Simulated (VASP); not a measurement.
Here is a VASP 6.6.1 calculation.

The input INCAR:

```
SYSTEM = BN
  ALGO = Normal
  EDIFF = 1E-7
  EDIFFG = -0.005
  ENCUT = 520
  GGA = PE
  IBRION = 2
  ISIF = 3
  ISMEAR = 0
  LASPH = .True.
  LCHARG = .False.
  LREAL = .False.
  LWAVE = .False.
  NELM = 120
  NSW = 60
  POTIM = 0.3
  PREC = Accurate
  SIGMA = 0.1
```

KPOINTS

```
k-points
0
Gamma
  13 13 13
  0 0 0
```

The input POSCAR:

```
BN                                      
1.0
    0.0000000000      1.8127202374      1.8127202374
    1.8127202374      0.0000000000      1.8127202374
    1.8127202374      1.8127202374     -0.0000000000
  B               N             
     1     1
Direct
     0.0000000000000000    0.0000000000000000    0.0000000000000000
     0.7500000000000000    0.7500000000000000    0.7500000000000000
```

Potentials or basis: VASP PAW PBE potentials, release 64 (B, N).

Run with:

```sh
$ cat potpaw_PBE.64/B/POTCAR potpaw_PBE.64/N/POTCAR > POTCAR
$ mpirun -np 1 vasp_std > vasp.out
```

Problem. What does it give for the band gap on the k mesh?

Solution. 4.52 eV, indirect (least direct gap 8.78 eV).

Final structure:
```cif
data_structure
_symmetry_space_group_name_H-M 'P 1'
_symmetry_Int_Tables_number 1
_cell_length_a 2.5636
_cell_length_b 2.5636
_cell_length_c 2.5636
_cell_angle_alpha 60.000
_cell_angle_beta 60.000
_cell_angle_gamma 60.000
_cell_volume 11.91
loop_
_atom_site_label
_atom_site_type_symbol
_atom_site_fract_x
_atom_site_fract_y
_atom_site_fract_z
_atom_site_occupancy
B1 B 0.00000 0.00000 0.00000 1
N1 N 0.75000 0.75000 0.75000 1
```

Caveat: the relaxation stopped at its first step, so nothing moved; an odd mesh through Γ misses points on the zone boundary, where band edges often lie.
